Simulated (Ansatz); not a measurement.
# Which of these structures of TiO2 lies lowest?

The calculation used Ansatz 0.2.0, DFT, PBE, all-electron LAPW, scalar-relativistic.

Each cell is taken as listed (from a database or a relaxation; residual pressures are under 0.6 GPa and forces under 0.08 eV/Å), on meshes of about 0.2 Å⁻¹ spacing; energies are extrapolated to zero smearing, with no zero-point or thermal terms. Other structures, the observed one among them, may be missing from this set and lie lower. No run is spin-polarised.

Order the structures by energy per atom, lowest first, and give the differences.
A.
```cif
data_structure
_symmetry_space_group_name_H-M 'Fm-3m'
_symmetry_Int_Tables_number 225
_cell_length_a 4.8300
_cell_length_b 4.8300
_cell_length_c 4.8300
_cell_angle_alpha 90.000
_cell_angle_beta 90.000
_cell_angle_gamma 90.000
_cell_volume 112.68
loop_
_atom_site_label
_atom_site_type_symbol
_atom_site_symmetry_multiplicity
_atom_site_Wyckoff_symbol
_atom_site_fract_x
_atom_site_fract_y
_atom_site_fract_z
_atom_site_occupancy
Ti1 Ti 4 a 0.00000 0.00000 0.00000 1
O1 O 8 c 0.25000 0.75000 0.75000 1
```
(fluorite type, relaxed by us; 11×11×11 mesh on the primitive cell, smearing 0.05 eV, P = 0.1 GPa)
B.
```cif
data_structure
_symmetry_space_group_name_H-M 'P-3m1'
_symmetry_Int_Tables_number 164
_cell_length_a 2.9894
_cell_length_b 2.9894
_cell_length_c 5.4932
_cell_angle_alpha 90.000
_cell_angle_beta 90.000
_cell_angle_gamma 120.000
_cell_volume 42.51
loop_
_atom_site_label
_atom_site_type_symbol
_atom_site_symmetry_multiplicity
_atom_site_Wyckoff_symbol
_atom_site_fract_x
_atom_site_fract_y
_atom_site_fract_z
_atom_site_occupancy
Ti1 Ti 1 a 0.00000 0.00000 0.00000 1
O1 O 2 d 0.33333 0.66667 0.17566 1
```
(CdI2 type, relaxed by us; 13×13×7 mesh on the primitive cell, smearing 0.05 eV, P = 0.0 GPa)

B (0 meV/atom), A (162 meV/atom).
